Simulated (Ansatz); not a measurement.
# MgS: the cell at several levels of theory

Aim: relax MgS, NiAs type with PBE, r2SCAN, PBEsol, LDA and HSE06 and see how far the functionals disagree on the cell. This is a trial cell built on a prototype, not taken from a measured structure, and it needn't be the compound's ground state.

Program: Ansatz 0.2.0. PAW datasets, plane waves, zero pressure. Note: simulated data, non-magnetic, for a generated structure that need not be the stable one.

## Step 1: The structure to begin with

This is the cell as the run starts from it, not yet at rest; its lengths are not the crystal's.

The symmetry is P6_3/mmc (No. 194, hexagonal); conventional cell a = 3.539 Å, c = 5.769 Å, 15.64 Å³ an atom. Mg has 6 S at 2.50 Å; S has 6 Mg at 2.50 Å.

As a file:

```cif
data_structure
_symmetry_space_group_name_H-M 'P6_3/mmc'
_symmetry_Int_Tables_number 194
_cell_length_a 3.5390
_cell_length_b 3.5390
_cell_length_c 5.7685
_cell_angle_alpha 90.000
_cell_angle_beta 90.000
_cell_angle_gamma 120.000
_cell_volume 62.57
loop_
_atom_site_label
_atom_site_type_symbol
_atom_site_symmetry_multiplicity
_atom_site_Wyckoff_symbol
_atom_site_fract_x
_atom_site_fract_y
_atom_site_fract_z
_atom_site_occupancy
Mg1 Mg 2 a 0.00000 0.00000 0.00000 1
S1 S 2 c 0.33333 0.66667 0.25000 1
```

## Step 2: Relaxation with PBE

Input file input.yaml:

```yaml
crystal:
  lattice:
    - [3.53895759, 0.0, 0.0]
    - [-1.769478795, 3.0648271759, 0.0]
    - [0.0, 0.0, 5.7685008717]
  atoms:
    - { symbol: Mg, position: [0.0, 0.0, 0.0] }
    - { symbol: Mg, position: [0.0, 0.0, 0.5] }
    - { symbol: S, position: [0.3333333333, 0.6666666667, 0.25] }
    - { symbol: S, position: [0.6666666667, 0.3333333333, 0.75] }
kpoints:
  mp_grid: { grid: [12, 12, 4] }
hamiltonian:
  xc: pbe
scf:
  occupations: { method: fermi_dirac, width: 0.02 }
relax:
  f_tol: 0.005
  cell: {}
output:
  write_density: true
  write_potential: true
  elf: true
  volumetric_format: npy
```

Command:

```sh
$ ansatz run input.yaml --threads 2 --pin off --max-ram 2211MiB --backend cpu --events-out ev --progress --plain --runs-dir out
```

After this run come: Relaxation with r2SCAN; Relaxing with PBEsol; LDA: cell and atoms; Relaxing with HSE06.

Before running it: what results should come out? Wanted: for each run, a; c; volume; space group; SCF geometries.

**Answer**, as computed:

```
 level  a (Å)  c (Å)  volume (Å³/atom)  space group  SCF geometries
   PBE  3.666  6.178            17.974     P6_3/mmc               6
r2SCAN  3.645  6.147            17.687     P6_3/mmc               5
PBEsol  3.629  6.131            17.485     P6_3/mmc               5
   LDA  3.593  6.062            16.945     P6_3/mmc               5
 HSE06  3.641  6.138            17.616     P6_3/mmc               3
```

From the start to the first minimum the volume moved by +14.9 %. LDA gives the smallest cell and PBE the largest; they differ by 6.1 % in volume, a mean of 2.0 % in length. The meshes differ: PBE 12×12×4, r2SCAN 12×12×4, PBEsol 12×12×4, LDA 12×12×4, HSE06 6×6×4.
